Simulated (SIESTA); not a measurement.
# HfN (Fm-3m) in SIESTA: further runs, part 2 of 2

SIESTA 5.4.2. Earlier steps stand in the parts before.

**3. Band structure, PBEsol**

The input, HfN.fdf:

```
SystemName                      HfN
SystemLabel                     HfN
NumberOfSpecies                 2
NumberOfAtoms                   2
%block ChemicalSpeciesLabel
  1  72 Hf
  2   7 N
%endblock ChemicalSpeciesLabel

LatticeConstant                 1.0 Ang
%block LatticeVectors
     0.0000000000     2.2560000000     2.2560000000
     2.2560000000     0.0000000000     2.2560000000
     2.2560000000     2.2560000000     0.0000000000
%endblock LatticeVectors
AtomicCoordinatesFormat         Fractional
%block AtomicCoordinatesAndAtomicSpecies
     0.0000000000     0.0000000000     0.0000000000  1  Hf
     0.5000000000     0.5000000000     0.5000000000  2  N
%endblock AtomicCoordinatesAndAtomicSpecies

%block kgrid.MonkhorstPack
   10   0   0  0.0
    0  10   0  0.0
    0   0  10  0.0
%endblock kgrid.MonkhorstPack
XC.Functional                   GGA
XC.Authors                      PBEsol
PAO.BasisSize                   DZP
PAO.EnergyShift                 0.003 Ry
Mesh.Cutoff                     800 Ry
OccupationFunction              FD
ElectronicTemperature           0.05 eV
MaxSCFIterations                120
SCF.MustConverge                false
SCF.Mixer.Method                Pulay
SCF.Mixer.Weight                0.25
SCF.Mixer.History               8
SCF.DM.Tolerance                5.0e-05
SCF.H.Tolerance                 1.0e-03 eV
WriteForces                     true
Charge.Mulliken                 end
BandLinesScale                  ReciprocalLatticeVectors
%block BandLines
    1    0.000000   0.000000   0.000000  \Gamma
   12    0.500000   0.000000   0.500000  X
    6    0.500000   0.250000   0.750000  W
    4    0.375000   0.375000   0.750000  K
   13    0.000000   0.000000   0.000000  \Gamma
   11    0.500000   0.500000   0.500000  L
    8    0.625000   0.250000   0.625000  U
    4    0.500000   0.250000   0.750000  W
    9    0.500000   0.500000   0.500000  L
    8    0.375000   0.375000   0.750000  K
    1    0.625000   0.250000   0.625000  U
    4    0.500000   0.000000   0.500000  X
%endblock BandLines
%block PAO.Basis
  Hf 5
  n=5 0 2
    3.241 0.000
  n=6 0 2
    8.114 0.000
  n=5 1 2
    3.929 0.000
  n=6 1 1
    8.114
  n=5 2 2
    7.842 0.000
%endblock PAO.Basis
```

Potentials or basis: PseudoDojo 0.4 standard (PBEsol files), DZP (energy shift 0.003 Ry; two zetas on semicore shells).

Started as:

```bash
> siesta HfN.fdf > HfN.out 2>&1
```

HfN.out:

```text
Version         : 5.4.2

                           ***********************
                           *  WELCOME TO SIESTA  *
                           ***********************

 NOTE: Siesta V5 introduces some new defaults for basis-set generation
 NOTE: which might lead to slightly different numerical results.
 NOTE: Please see the manual for full details and compatibility measures.

reinit: Reading from file HfN.fdf

reinit: -----------------------------------------------------------------------
reinit: System Name: HfN
reinit: -----------------------------------------------------------------------
reinit: System Label: HfN
reinit: -----------------------------------------------------------------------

initatom: Reading input for the pseudopotentials and atomic orbitals ----------
Species number:   1 Atomic number:   72 Label: Hf
Species number:   2 Atomic number:    7 Label: N

Ground state valence configuration (from tables):   6s02  6p00  5d02  5f00
Ground state valence configuration (from tables):   2s02  2p03  3d00  4f00

---- Processing specs for species: Hf
Reading pseudopotential information in PSML from:
  Hf.psml
PSML file version: 1.1
[... 666 lines left out ...]

siesta: Pressure (static):
siesta:                Solid            Molecule  Units
siesta:           0.00008803          0.00008803  Ry/Bohr**3
siesta:           0.00808262          0.00808262  eV/Ang**3
siesta:          12.94977809         12.94977808  kBar

Basis Enthalpy Calculation:
    Basis Pressure for species 1(Hf) :      0.2000000 GPa
    Basis Pressure for species 2(N) :      0.2000000 GPa

    Orbital volume contribution        =           1.929689 eV
    (Free)E + p_basis*V_orbitals       =       -1816.844275 eV
    (Free)Eharris+ p_basis*V_orbitals  =       -1816.844275 eV

mulliken: Atomic and Orbital Populations:

Species: Hf
Atom  Qatom  Qorb
               5s      5s      6s      6s      5py     5pz     5px     5py
               5pz     5px     6py     6pz     6px     5dxy    5dyz    5dz2
               5dxz    5dx2-y2 5dxy    5dyz    5dz2    5dxz    5dx2-y2
   1 10.917   1.826   0.034   0.302   0.026   1.926   1.926   1.926   0.045
              0.045   0.045   0.058   0.058   0.058   0.808   0.808   0.558

              0.808   0.558  -0.226  -0.226  -0.109  -0.226  -0.109

Species: N
Atom  Qatom  Qorb
               2s      2s      2py     2pz     2px     2py     2pz     2px
               3Pdxy   3Pdyz   3Pdz2   3Pdxz   3Pdx2-y2
   2  6.083   1.948  -0.203   1.756   1.756   1.756  -0.340  -0.340  -0.340
              0.023   0.023   0.010   0.023   0.010

mulliken: Qtot =       17.000

Mulliken Atomic Populations:
Atom #   charge [q] valence [e]  Species
     1     1.082751   10.917249  Hf
     2    -1.082751    6.082751  N
 Total     0.000000

Job completed
```

It took 84 s on 1 thread of Arm Neoverse V1, shared host; peak memory 0.29 GiB.

What came out:

- Free energy: -1818.7740 eV
- Pressure: 1.3 GPa
- Band gap on the k mesh: none (metal or under the smearing width)

Levels at the corners of the path, in eV from the Fermi level:
```csv
point,band 4,band 5,band 6,band 7,band 8,band 9,band 10,band 11,band 12,band 13
Γ,-31.18,-17.58,-2.99,-2.99,-2.99,-0.51,-0.51,-0.51,1.80,1.80
X,-31.49,-16.48,-5.55,-4.01,-3.67,-3.67,3.96,5.44,5.44,5.69
W,-31.53,-15.83,-6.29,-5.62,-5.62,1.20,1.20,5.45,5.52,6.09
K,-31.41,-15.88,-6.49,-5.67,-5.05,-0.90,4.06,4.47,6.01,6.63
Γ,-31.18,-17.58,-2.99,-2.99,-2.99,-0.51,-0.51,-0.51,1.80,1.80
L,-31.26,-14.75,-9.09,-6.36,-6.36,3.30,3.60,3.60,4.95,8.81
U,-31.41,-15.88,-6.49,-5.67,-5.05,-0.90,4.06,4.47,6.01,6.63
W,-31.53,-15.83,-6.29,-5.62,-5.62,1.20,1.20,5.45,5.52,6.09
L,-31.26,-14.75,-9.09,-6.36,-6.36,3.30,3.60,3.60,4.95,8.81
K,-31.41,-15.88,-6.49,-5.67,-5.05,-0.90,4.06,4.47,6.01,6.63
U,-31.41,-15.88,-6.49,-5.67,-5.05,-0.90,4.06,4.47,6.01,6.63
X,-31.49,-16.48,-5.55,-4.01,-3.67,-3.67,3.96,5.44,5.44,5.69
```

Caveat: short orbitals over semicore shells can move pressures by several GPa; spin-orbit coupling is left out, which moves the levels of the heavy elements; the basis of atomic orbitals isn't converged, which shifts pressures, moduli and gaps.

**4. The reference run**

An earlier run on the cell as given: functional PBEsol; potentials or basis PseudoDojo 0.4 standard (PBEsol files); basis DZP (energy shift 0.003 Ry; two zetas on semicore shells); grid cutoff 800 Ry; energy shift 0.003 Ry; k mesh 10 × 10 × 10; occupations fermi-dirac, width 0.05 eV; no spin polarisation.

* Pressure: 1.3 GPa
* Band gap on the k mesh: none (metal or under the smearing width)
